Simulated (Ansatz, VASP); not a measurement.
# One calculation of C, two programs

The input INCAR:

```
SYSTEM = C
PREC = Accurate
ENCUT = 520
EDIFF = 1E-7
ISMEAR = -1
SIGMA = 0.05
LREAL = .False.
LASPH = .True.
NELM = 60
ALGO = Normal
ISIF = 2
LWAVE = .False.
LCHARG = .False.
METAGGA = R2SCAN
LMIXTAU = .True.
NBANDS = 11
```

File KPOINTS:

```
Automatic mesh
0
Gamma
  13 13 13
  0 0 0
```

POSCAR

```
C
1.0
    0.0000000000      1.7833700000      1.7833700000
    1.7833700000      0.0000000000      1.7833700000
    1.7833700000      1.7833700000      0.0000000000
C
2
Direct
    0.7500000000      0.7500000000      0.7500000000
    0.5000000000      0.5000000000      0.5000000000
```

The input KPOINTS_OPT:

```
path GXWKGLUWLK,UX
10
line-mode
reciprocal
 0.0000000000  0.0000000000  0.0000000000  G
 0.5000000000  0.0000000000  0.5000000000  X

 0.5000000000  0.0000000000  0.5000000000  X
 0.5000000000  0.2500000000  0.7500000000  W

 0.5000000000  0.2500000000  0.7500000000  W
 0.3750000000  0.3750000000  0.7500000000  K

 0.3750000000  0.3750000000  0.7500000000  K
 0.0000000000  0.0000000000  0.0000000000  G

 0.0000000000  0.0000000000  0.0000000000  G
 0.5000000000  0.5000000000  0.5000000000  L

 0.5000000000  0.5000000000  0.5000000000  L
 0.6250000000  0.2500000000  0.6250000000  U

 0.6250000000  0.2500000000  0.6250000000  U
 0.5000000000  0.2500000000  0.7500000000  W

 0.5000000000  0.2500000000  0.7500000000  W
 0.5000000000  0.5000000000  0.5000000000  L

 0.5000000000  0.5000000000  0.5000000000  L
 0.3750000000  0.3750000000  0.7500000000  K

 0.6250000000  0.2500000000  0.6250000000  U
 0.5000000000  0.0000000000  0.5000000000  X
```

Contents of input.yaml:

```yaml
crystal:
  lattice:
    - [0.0, 1.78337, 1.78337]
    - [1.78337, 0.0, 1.78337]
    - [1.78337, 1.78337, 0.0]
  atoms:
    - { symbol: C, position: [0.75, 0.75, 0.75] }
    - { symbol: C, position: [0.5, 0.5, 0.5] }
hamiltonian:
  xc: r2scan
  pseudopotentials: { kind: paw }
kpoints:
  mp_grid: { grid: [13, 13, 13] }
  band_path:
    path:
      - [[0.0, 0.0, 0.0], [0.5, 0.0, 0.5], [0.5, 0.25, 0.75], [0.375, 0.375, 0.75], [0.0, 0.0, 0.0], [0.5, 0.5, 0.5], [0.625, 0.25, 0.625], [0.5, 0.25, 0.75], [0.5, 0.5, 0.5], [0.375, 0.375, 0.75]]
      - [[0.625, 0.25, 0.625], [0.5, 0.0, 0.5]]
    npoints: 14
scf:
  occupations: { method: fermi_dirac, width: 0.05 }
  n_extra_bands: 6
output:
  forces: true
  stress: true
  eigenvalues: true
  fatbands: true
```

This isn't the form of C at room conditions, which is graphite.

Alike in both runs: task band structure; functional r2SCAN; k mesh 13 × 13 × 13; occupations fermi-dirac, width 0.05 eV; no spin polarisation.

|  | VASP | Ansatz |
| --- | --- | --- |
| version | VASP 6.6.1 | Ansatz 0.2.0 |
| potentials or method | VASP PAW PBE potentials, release 64 (C) | Ansatz PAW |
| plane-wave cutoff (eV) | 520 | 500 |
| valence electrons in the cell | 8 | 8 |

VASP gave:

- gap on the k mesh at the Fermi level (eV): 4.34
- least direct gap on the mesh (eV): 5.84
- gap along the band path (eV): 4.34
- pressure (GPa): -1.3

Problem. What did Ansatz give for the same quantities?

Solution. gap on the k mesh at the Fermi level (eV): 4.36; least direct gap on the mesh (eV): 5.88; gap along the band path (eV): 4.35; pressure (GPa): -2.4.

Caveats: the PAW data sets were made with another functional, which shifts forces and pressure a little (VASP); the PAW data sets come from PBE, with cores solved anew for the run's functional, which leaves a small shift of forces and pressure (Ansatz). r2SCAN opens gaps a little over a GGA but as a rule still falls short of measured ones.
